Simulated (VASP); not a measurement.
Runs of VASP 6.6.1 on Pt. Symmetry: Im-3m, No. 229, cubic system. Conventional cell: a = 3.120 Å, b = 3.120 Å, c = 3.120 Å, α = 90.00°, β = 90.00°, γ = 90.00°. Pt (site symmetry m-3m) has 8 Pt at 2.70 Å as nearest neighbours. This isn't the form of Pt at room conditions, which is fcc.

```csv
level,k mesh,cutoff (eV),smearing,gap on the mesh (eV),pressure (GPa)
PBEsol,18 × 18 × 18,900,gaussian 0.1 eV,none,0.0
r2SCAN,18 × 18 × 18,520,gaussian 0.1 eV,none,5.7
PBEsol,18 × 18 × 18,700,gaussian 0.1 eV,none,0.0
PBEsol,28 × 28 × 28,520,gaussian 0.1 eV,none,0.0
PBEsol,18 × 18 × 18,520,gaussian 0.5 eV,none,(a)
```

Alike in all rows: task single point; potentials or basis VASP PAW PBE potentials, release 64 (Pt); no spin polarisation; cell as given.

Problem. Estimate the missing entries.

Solution. (a) 1.1.

Caveats: the PAW data sets were made with another functional, which shifts forces and pressure a little.

A k mesh can miss the band edges, and the runs leave out spin-orbit coupling on Pt.

A gap of «none» marks a metal or a gap under the smearing width.

Not every run made on this cell is shown here.
